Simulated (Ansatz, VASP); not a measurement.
One calculation of TaSi, two programs

```
CELL_PARAMETERS angstrom
4.41172 0.00000 0.00000
-2.20586 3.82066 0.00000
0.00000 0.00000 5.00644
ATOMIC_POSITIONS crystal
Ta 0.33333 0.66667 0.93800
Ta 0.66667 0.33333 0.43800
Si 0.33333 0.66667 0.43800
Si 0.66667 0.33333 0.93800
```

Alike in both runs: functional PBE; k mesh 9 × 9 × 5; occupations fermi-dirac, width 0.05 eV; no spin polarisation.

Ansatz relaxed the structure, and its values are those at the end. VASP's run is a single point on that final structure, the one shown.

|  | VASP | Ansatz |
| --- | --- | --- |
| version | VASP 6.6.1 | Ansatz 0.2.0 |
| potentials or method | VASP PAW PBE potentials, release 64 (Ta_pv, Si) | PAW with Ansatz's default frozen-core files, scalar-relativistic |
| plane-wave cutoff (eV) | 520 | 420 |
| valence electrons in the cell | 30 | 34 |

|  | VASP | Ansatz | Ansatz less VASP |
| --- | --- | --- | --- |
| pressure (GPa) | -0.9 | -0.9 | -0.05 |

With one functional, cell and mesh, what is left measures potentials, basis and numerics. The two sets of potentials don't hold the same shells in valence.

The runs have no spin-orbit coupling, so splittings on Ta are missing.
